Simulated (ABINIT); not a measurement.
Cr in ABINIT: the effect of starting spin order

Cr:

```
CELL_PARAMETERS angstrom
2.71400 0.00000 0.00000
-1.35700 2.35039 0.00000
0.00000 0.00000 4.41000
ATOMIC_POSITIONS crystal
Cr 0.66667 0.33333 0.75000
Cr 0.33333 0.66667 0.25000
```

This isn't the form of Cr at room conditions, which is bcc.

Alike in all runs:

```yaml
Program: ABINIT 10.8.3 (patched build)
Task: single point
Functional: PBE
Potentials_or_basis: JTH PAW PBE v2.0
Cutoff: 626 eV
k_mesh: 11 × 11 × 6
Occupations: fermi-dirac, width 0.05 eV
```

```tsv
starting spin order	energy over the lowest run (meV/atom)	pressure (GPa)	final net moment (μB)	final largest site moment (μB)
non-magnetic	?	?	?	?
ferromagnetic start	0.0	-25.4	1.71	0.75
ferromagnetic start, larger moments	0.0	-25.4	1.71	0.75
antiferromagnetic start	10.3	-13.3	0.00	1.87
ferrimagnetic start	10.3	-13.3	0.00	1.87
```

What does the run with starting spin order non-magnetic give?

Energy over the lowest run 12.1 meV/atom; pressure -27.5 GPa; final net moment 0.00 μB; final largest site moment 0.00 μB.

Caveats: the highest band is partly filled, so the run has too few bands (some runs); the moment fell far below its start of 5 μB, so a state of higher moment may lie lower in energy (some runs).
